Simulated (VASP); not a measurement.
# SrCl2: Cl into a neighbouring Cl vacancy, part 7 of 7

Aim: the barrier for one hop in SrCl2: Cl into a neighbouring Cl vacancy. The start is a cell from a database of measured crystal structures.

VASP 6.6.1; PBEsol; plane waves and PAW (Sr_sv, Cl).

So far. Step 3 (Relax the start): The run ended after 14 ionic steps, 0.823 eV below its first step, once the forces on the free atoms met EDIFFG = -0.05. Step 4 (Relax the end): The run ended after 14 ionic steps, 0.870 eV below its first step, once the forces on the free atoms met EDIFFG = -0.05.

## Step 5: Nudged elastic band (continued)

From OUTCAR (step 5):

```text
NELECT = 280

 ion  position               nearest neighbor table
   1  0.001  0.001  0.000-  23 2.97  24 2.97  26 2.99  21 2.99  17 3.00  20 3.00  30 3.12  27 3.13
                             2 4.82   3 4.86   7 4.86   4 4.86   8 4.87   5 4.88  10 4.89  10 4.90
   2  0.000  0.000  0.329-  22 2.90  24 2.94  21 2.95  15 2.96  18 2.96  28 3.12  31 3.12  25 3.71
                             1 4.82   4 4.82   7 4.82   5 4.84   8 4.84  11 4.90  11 4.90   6 4.91
   3  0.998  0.998  0.671-  16 2.96  19 2.96  32 2.96  26 2.96  29 2.96  22 3.01  23 3.11  25 3.71
                             1 4.86   6 4.88   9 4.88   7 4.89   4 4.89  12 4.89  12 4.89   9 4.91
   4  0.999  0.497  0.003-  23 2.97  24 2.98  14 3.00  20 3.00  29 3.00  18 3.02  27 3.12  33 3.13
                             2 4.82   1 4.86  12 4.87   7 4.88   5 4.88  11 4.88  10 4.89   3 4.89
   5  0.983  0.509  0.336-  25 2.66  34 2.89  28 2.91  21 2.92  18 2.93  27 2.94  19 2.95   8 4.65
                            11 4.70   2 4.84  12 4.84   6 4.86   1 4.88   4 4.88   3 4.95   2 4.95
   6  0.004  0.500  0.663-  13 2.96  35 2.98  20 3.00  26 3.00  29 3.01  19 3.03  28 3.08  22 3.09
                            10 4.79  11 4.83   9 4.85   5 4.86  12 4.86   3 4.88   2 4.91   3 4.91
   7  0.497  0.999  0.003-  23 2.97  24 2.98  17 3.00  14 3.00  32 3.00  15 3.02  33 3.12  30 3.13
                             2 4.82   1 4.86  12 4.87   4 4.88   8 4.88  10 4.88  11 4.89   3 4.89
   8  0.509  0.984  0.336-  25 2.66  34 2.89  31 2.91  21 2.92  15 2.93  30 2.93  16 2.95   5 4.65
                            11 4.71   2 4.84  12 4.84   9 4.86   1 4.87   7 4.88   2 4.95   3 4.95
   9  0.499  0.004  0.663-  13 2.96  35 2.98  17 3.00  26 3.01  32 3.01  16 3.04  31 3.08  22 3.09
                            10 4.80  11 4.83   6 4.85  12 4.86   8 4.86   3 4.88   3 4.91   2 4.91
  10  0.507  0.507  0.986-  27 2.94  30 2.94  35 2.94  33 2.95  20 2.96  14 2.96  17 2.96  12 4.73
                             6 4.79   9 4.80   7 4.88   4 4.89   1 4.89   1 4.90   4 4.91   7 4.91
  11  0.504  0.504  0.338-  34 2.89  33 2.92  31 2.92  28 2.92  13 2.96  15 2.99  18 3.00   5 4.70
                             8 4.71  12 4.81   9 4.83   6 4.83   4 4.88   7 4.89   2 4.90   2 4.90
  12  0.496  0.497  0.671-  14 2.94  13 2.97  34 2.99  35 2.99  29 3.01  32 3.01  16 3.05  19 3.05
                            10 4.73  11 4.81   5 4.84   8 4.84   9 4.86   6 4.86   4 4.87   7 4.87
  13  0.375  0.375  0.585-  11 2.96   6 2.96   9 2.96  12 2.97
[...]
34  0.622  0.622  0.422-   5 2.89   8 2.89  11 2.89  12 2.99
  35  0.631  0.632  0.740-  10 2.94   9 2.98   6 2.98  12 2.99

  tangential force (eV/A)        -0.274069
  left and right image   0.792613  0.791232 A

  tangential force (eV/A)        -0.273127
  left and right image   0.795447  0.794118 A

 E-fermi :   0.2662

 k-point     1 :       0.0000    0.0000    0.0000
  band No.  band energies     occupation
    ...
    136      -0.2689      2.00000
    137      -0.2068      2.00000
    138      -0.1539      2.00000
    139      -0.1026      2.00000
    140       0.0315      2.00000
    141       5.0073      0.00000
    142       5.5196      0.00000
    143       5.7161      0.00000
    144       5.7862      0.00000
    145       5.8306      0.00000
    ...

 POSITION                                       TOTAL-FORCE (eV/Angst)
 -----------------------------------------------------------------------------------
     -0.01215     -0.01400      0.03266         0.015325      0.014783      0.002801
      3.41454      3.41417      0.05401         0.015826      0.015057      0.052933
     13.90734     13.90457     13.80545        -0.022016     -0.021160      0.031480
      3.47512      6.94704     10.34458        -0.001672     -0.020555      0.004665
      7.06784     10.23817     10.36254        -0.000994      0.009300     -0.006388
     10.33509      6.90251      3.49018         0.010739     -0.005160      0.014608
      6.94926      3.47364     10.34510        -0.021936     -0.003418      0.004178
     10.23908      7.06752     10.36305         0.009941     -0.003054     -0.006725
      6.90518     10.33192      3.48997        -0.005387      0.011120      0.015012
     13.70604     13.70375      7.04950        -0.002640     -0.001607      0.002876
      7.00892      7.00782      6.96396         0.009809      0.009898      0.005515
     10.40838     10.40567      6.86247        -0.005569     -0.004340      0.002585
      8.67187      8.66959      5.18123        -0.003538     -0.004164      0.004520
     12.09963     12.09832      5.18268         0.008532      0.006768      0.000999
      8.68902      5.22058      8.63330        -0.023989      0.011430      0.024104
     12.09865      8.61340      8.60810         0.009775      0.009540      0.007958
     15.54798     12.08620      8.68102        -0.002734     -0.009663      0.005813
      5.22151      8.68814      8.63227         0.011366     -0.024356      0.026197
      8.61637     12.09651      8.60806         0.008237      0.010647      0.009877
     12.08852     15.54592      8.68090        -0.010411     -0.003758      0.006513
      8.63891      8.63840     12.19231         0.018139      0.017095     -0.023114
     12.06215     12.06061     12.32894        -0.000376     -0.001176      0.008813
     15.64434     15.64223     12.01071         0.005194      0.006979     -0.001471
      1.71710      1.71549      1.74431         0.010439      0.010554      0.021509
[...]
-----------------------------------------------------------------------------------
    total drift:                               -0.003363      0.000875      0.023855

  FREE ENERGIE OF THE ION-ELECTRON SYSTEM (eV)
  ---------------------------------------------------
  free  energy   TOTEN  =      -158.1444838733 eV

  energy  without entropy=     -158.1444838733  energy(sigma->0) =     -158.14448387

  tangential force (eV/A)        -0.272760
  left and right image   0.799061  0.797659 A

[... 6 parts as in an earlier step ...]

[... 5 further parts left out ...]
```

The path, image by image:

| image | path (A) | energy (eV) | Cl25: x, y, z (Å) |
| --- | --- | --- | --- |
| 0 | 0.000 | 0.0000 | 5.190, 5.191, 1.997 |
| 1 | 0.799 | 0.1711 | 5.187, 5.187, 2.699 |
| 2 | 1.597 | 0.3022 | 5.190, 5.189, 3.453 |
| 3 | 2.395 | 0.1718 | 5.192, 5.191, 4.208 |
| 4 | 3.195 | 0.0009 | 5.188, 5.188, 4.910 |

Numbers from this step:

| Item | Value |
| --- | --- |
| electronic cycles | 100 |
| path length | 3.195 Å |
| barrier | 0.3022 eV |
| barrier in the reverse direction | 0.3013 eV |
| barrier from a spline through the images | 0.3022 eV |
| reaction energy | 9.14e-4 eV |

What the program prints for this run, and its count of cycles, belong to image 1; the force that counts for the threshold is the band's, across the path.

## Step 6: Summary of results

| Property | Result |
| --- | --- |
| hop | Cl into a neighbouring Cl vacancy |
| barrier | 0.302 eV |
| barrier in the reverse direction | 0.301 eV |
| barrier from a spline through the images | 0.302 eV |
| reaction energy | 9.1e-4 eV |
| path length | 3.19 Å |

The barrier is 0.30 eV forwards and 0.30 eV backwards. With an attempt frequency of 10¹³ per second, taken as a typical value, this barrier gives about 10^8 hops a second at 300 K. Both ends are alike and an image sits at the midpoint, which is the saddle if the path is symmetric. The band met its force threshold after 11 steps. Cell and mesh are small and were not tested. The band started on a straight line, so other routes may lie lower.

[Lines on the potential files, build, host, timing and source positions are cut from VASP's logs without a mark.]

[Logs are printed without paths, hosts, clocks, repeated set-up lines and the standing remarks that a program may print on its own settings, such as how far it seeks lower states.]

[Hosts, paths, dates, database ids (printed as entryN), source tags and the programs' standing remarks are cut or masked in the printed files.]

[Runs that stopped without an error message from VASP are left out.]
